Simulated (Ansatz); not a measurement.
Runs of Ansatz 0.2.0 on AlN. Symmetry: F-43m, No. 216, cubic system. The conventional cell has a = 4.368 Å, b = 4.368 Å, c = 4.368 Å, α = 90.00°, β = 90.00°, γ = 90.00°. Around Al (site symmetry -43m) lie 4 N at 1.89 Å. N (site symmetry -43m) has 4 Al at 1.89 Å as nearest neighbours. Measurements of this composition are mostly on another form, of space group No. 186.

```csv
task,level,cell,k mesh,smearing,atoms under strain,points for each segment of the path,gap on the mesh (eV),pressure (GPa)
elastic constants,PBEsol,as given,7 × 7 × 7,fixed,relaxed,-,3.50,(b)
relaxation of cell and atoms,BLYP+D4,relaxed,10 × 10 × 10,fermi-dirac 0.05 eV,-,-,3.69,0.0
Born charges and dielectric tensor,LDA,as given,10 × 10 × 10,fixed,-,-,3.24,-
elastic constants,LDA,as given,7 × 7 × 7,fixed,relaxed,-,3.54,-3.6
band structure,RPBE,as given,10 × 10 × 10,fermi-dirac 0.05 eV,-,14,(a),8.6
```

Alike in all rows: potentials or basis Ansatz PAW; no spin polarisation; cutoff (eV) 420.

Task: Fill in the values left out.

Result: (a) 3.37; (b) 1.3.

Caveats: the PAW data sets come from PBE, with cores solved anew for the run's functional, which leaves a small shift of forces and pressure; odd divisions of the mesh miss points on the zone boundary, where band edges often lie, so the gap on the mesh can be too wide (some runs); the plane-wave basis is chosen anew once the cell has moved, so the energies of steps on either side of that aren't comparable (some runs); the cell is more than 3 GPa from zero pressure, which shifts response properties (some runs).

A k mesh can miss the band edges.

Runs at the PBE level aren't shown here.
